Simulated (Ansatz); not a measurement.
**Molecular dynamics of C**

The input (input.yaml):

```yaml
crystal:
  lattice:
    - [7.398, 0.0, 0.0]
    - [-3.699, 6.406856, 0.0]
    - [0.0, 0.0, 12.0]
  atoms:
    - { symbol: C, position: [-0.00078706, 0.0083898, 0.08448584] }
    - { symbol: C, position: [0.22130381, 0.11809528, 0.08276596] }
    - { symbol: C, position: [0.00560573, 0.33557271, 0.08211516] }
    - { symbol: C, position: [0.22122112, 0.43909217, 0.08329668] }
    - { symbol: C, position: [0.00261778, 0.66769566, 0.08434595] }
    - { symbol: C, position: [0.22527893, 0.7795162, 0.08141462] }
    - { symbol: C, position: [0.31983258, -0.00271915, 0.08248541] }
    - { symbol: C, position: [0.54633645, 0.11052454, 0.08303694] }
    - { symbol: C, position: [0.33709699, 0.3345042, 0.08433405] }
    - { symbol: C, position: [0.55431108, 0.44110287, 0.0835198] }
    - { symbol: C, position: [0.33899575, 0.66499037, 0.08386749] }
    - { symbol: C, position: [0.55415931, 0.76804494, 0.08514477] }
    - { symbol: C, position: [0.66730209, -0.00191165, 0.08134636] }
    - { symbol: C, position: [0.88952616, 0.11606535, 0.08352175] }
    - { symbol: C, position: [0.66310044, 0.33105673, 0.08526253] }
    - { symbol: C, position: [0.88528929, 0.44524538, 0.08386658] }
    - { symbol: C, position: [0.67587269, 0.66691025, 0.08211612] }
    - { symbol: C, position: [0.89293686, 0.77782427, 0.08307393] }
basis:
  ecutwfc: 420.0
kpoints:
  mp_grid: { grid: [2, 2, 1] }
hamiltonian:
  xc: pbesol
  pseudopotentials: { kind: paw, azcp: { folder: soft_1 } }
scf:
  occupations: { method: fermi_dirac, width: 0.02 }
  lower_state_search: "off"
md:
  timestep: 1
  n_steps: 200
  ensemble: nve
  temperature: 450.0
  initial_velocities: maxwell_boltzmann
  seed: 631752
```

Launched with:

```bash
$ ansatz run input.yaml --threads 1 --pin off --max-ram 3072MiB --backend cpu --events-out ev --progress --plain --runs-dir out
```

It goes on from the last frame of an earlier run, with new velocities.

Output, in part (step lines):

```
md step     0: t =     0.00 fs  T =   450.0 K  F+E_penalty+E_count = -4439.22894812 eV  E_kin = 0.988839 eV  conserved = -4438.24010913 eV  (13 SCF iters)
md step     1: t =     1.00 fs  T =   453.1 K  F+E_penalty+E_count = -4439.23598608 eV  E_kin = 0.995576 eV  conserved = -4438.24041001 eV  (10 SCF iters)
md step     2: t =     2.00 fs  T =   448.7 K  F+E_penalty+E_count = -4439.22642837 eV  E_kin = 0.985950 eV  conserved = -4438.24047875 eV  (12 SCF iters)
md step     3: t =     3.00 fs  T =   436.2 K  F+E_penalty+E_count = -4439.19887897 eV  E_kin = 0.958459 eV  conserved = -4438.24041965 eV  (11 SCF iters)
md step     4: t =     4.00 fs  T =   415.9 K  F+E_penalty+E_count = -4439.15424774 eV  E_kin = 0.913979 eV  conserved = -4438.24026900 eV  (9 SCF iters)
md step     5: t =     5.00 fs  T =   389.3 K  F+E_penalty+E_count = -4439.09541410 eV  E_kin = 0.855486 eV  conserved = -4438.23992821 eV  (5 SCF iters)
md step     6: t =     6.00 fs  T =   359.1 K  F+E_penalty+E_count = -4439.02849368 eV  E_kin = 0.789192 eV  conserved = -4438.23930213 eV  (5 SCF iters)
md step     7: t =     7.00 fs  T =   330.1 K  F+E_penalty+E_count = -4438.96391468 eV  E_kin = 0.725451 eV  conserved = -4438.23846321 eV  (4 SCF iters)
[... lines left out ...]
md step   200: t =   200.00 fs  T =   394.3 K  F+E_penalty+E_count = -4439.10499158 eV  E_kin = 0.866390 eV  conserved = -4438.23860150 eV  (13 SCF iters)
```

The steps, from the saved trajectory:

```
time (fs)  T (K)  potential energy less start (eV)  conserved less start (meV/atom)
        0    450                             0.000                             0.00
        6    359                             0.200                             0.04
       12    360                             0.199                             0.07
       18    395                             0.123                             0.05
       24    432                             0.040                            -0.02
       30    339                             0.245                             0.03
       36    313                             0.302                             0.02
       42    385                             0.143                             0.07
       48    397                             0.117                            -0.04
       54    385                             0.145                             0.11
       60    457                            -0.016                            -0.01
       66    406                             0.098                             0.02
       72    388                             0.138                             0.03
       78    340                             0.243                             0.11
       84    430                             0.043                            -0.01
       90    395                             0.120                             0.02
       96    284                             0.367                             0.11
      102    357                             0.204                            -0.06
      108    408                             0.094                             0.10
      114    438                             0.025                            -0.04
      120    313                             0.305                             0.17
      126    503                            -0.120                            -0.15
      132    362                             0.197                             0.17
      138    416                             0.076                             0.00
      144    365                             0.188                             0.04
      150    381                             0.153                             0.05
      156    375                             0.164                            -0.02
      162    270                             0.398                             0.17
      168    423                             0.057                            -0.05
      174    412                             0.086                             0.08
      180    437                             0.028                            -0.05
      186    349                             0.224                             0.08
      192    430                             0.044                             0.03
      198    420                             0.066                             0.05
```

The run went to its last step. The conserved energy stayed within 0.24 meV per atom of its start (net change 0.084 meV per atom), so the integration is sound. A run of 0.2 ps of so small a system gives no equilibrium averages. Limits of this set-up: coarse k mesh, slab without dipole correction, PAW files made for another functional.

Mean squared displacements from the first frame to the last, about the centre of mass: C 0.00 Å².

Last frame:

```xyz
18
Lattice="7.3980 0.0000 0.0000 -3.6990 6.4069 0.0000 0.0000 0.0000 12.0000" Properties=species:S:1:pos:R:3
C 0.000 0.001 1.107
C 1.193 0.737 1.038
C -1.263 2.126 1.044
C 0.031 2.838 1.007
C -2.449 4.264 0.995
C -1.201 4.952 1.011
C 2.444 0.017 0.916
C 3.680 0.744 0.930
C 1.194 2.105 0.930
C 2.442 2.809 0.952
C 0.012 4.240 1.002
C 1.253 4.979 0.982
C 4.980 -0.026 0.991
C 6.196 0.744 1.045
C 3.645 2.179 0.984
C 4.887 2.858 1.037
C 2.514 4.261 1.019
C 3.734 5.019 1.012
```

The run took 15 min on 1 thread of Intel(R) Xeon(R) Platinum 8375C CPU @ 2.90GHz (Ice Lake), on a shared host, peak memory 0.74 GiB.
